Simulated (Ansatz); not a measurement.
## A series in volume scale on La

All results are calculated (Ansatz 0.2.0). Periodic Kohn-Sham DFT of a crystal at fixed atoms, scaled to volume_scale times the given cell; pressure positive in compression, energy less spherical unpolarised free atoms, largest_vzz the field gradient of largest size among the nuclei.

The cell before it is scaled or strained (space group P6_3/mmc, No. 194):
```
CELL_PARAMETERS angstrom
3.75000 0.00000 0.00000
-1.87500 3.24760 0.00000
0.00000 0.00000 6.07000
ATOMIC_POSITIONS crystal
La 0.33333 0.66667 0.25000
La 0.66667 0.33333 0.75000
```

Settings of every row: method all-electron LAPW; functional PBE; relativity scalar; k mesh 11x11x6; filling fermi-dirac; smearing width 0.05 eV; basis error target 0.25 meV/atom; nucleus gaussian.

Atom start moment: 0 on all atoms.

Limits: no spin-orbit coupling on heavy atoms.

| row | volume scale | V (Å³/atom) | energy less free atoms (eV/atom) | pressure (GPa) |
| --- | --- | --- | --- | --- |
| 1 | 0.95 | 35.114 | -4.812 | 1.901 |
| 2 | 0.975 | 36.038 | -4.8208 | 1.156 |
| 3 | 1 | 36.962 | ? | ? |
| 4 | 1.025 | 37.886 | -4.8263 | -0.159 |
| 5 | 1.05 | 38.81 | -4.8237 | -0.739 |

Question: what energy less free atoms and pressure should row 3 give?

Worked fit of energy less free atoms. Take u = (V_r/V)^(2/3) − 1 with V_r = 36.962 Å³ an atom, which is twice the finite (Eulerian) strain; such expansions in the strain, on which the Birch-Murnaghan equation of state is built, carry the rest volume and the bulk modulus. The shown rows have u = 0.03478, 0.01702, -0.01633, -0.032. Least squares give energy less free atoms = −4.82544 + 0.1576 × u + 6.596 × u² eV/atom; a straight line predicts inner rows, each left out in turn, worse (root mean square 0.0042 against 0.00012 eV/atom). All shown rows lie on it to the printed digit. Its lowest point lies at u = -0.0119, or V = 37.63 Å³ an atom, and the curvature there gives the bulk modulus at fixed shape and fractions, B = (4/9)(1 + u)² E″(u)/V = 24.4 GPa. Letting shape and atoms relax would as a rule lower it, by much in layered, chain or molecular crystals. The withheld row has u = 0, so the fit gives −4.82544 + 0.1576 × (0) + 6.596 × (0)² = -4.8254 eV/atom.

The calculation gave -4.8255 eV/atom. The fit lies 0.0001 eV/atom (0.7 % of the column's range) above it, one unit of the last digit.

Worked fit of pressure. Take u = (V_r/V)^(2/3) − 1 with V_r = 36.962 Å³ an atom, which is twice the finite (Eulerian) strain; such expansions in the strain, on which the Birch-Murnaghan equation of state is built, carry the rest volume and the bulk modulus. The shown rows have u = 0.03478, 0.01702, -0.01633, -0.032. Least squares give pressure = 0.4712 + 39.396 × u + 49.28 × u² GPa; a straight line predicts inner rows, each left out in turn, worse (root mean square 0.032 against 1.6e-05 GPa). All shown rows lie on it to the printed digit. The pressure vanishes at u = -0.0121, or V = 37.65 Å³ an atom, and there the bulk modulus at fixed shape and fractions is B = −V dP/dV = (2/3)(1 + u) dP/du = 25.2 GPa. Letting shape and atoms relax would as a rule lower it, by much in layered, chain or molecular crystals. The withheld row has u = 0, so the fit gives 0.4712 + 39.396 × (0) + 49.28 × (0)² = 0.471 GPa.

The calculation gave 0.471 GPa. The fit meets it to the printed digit.
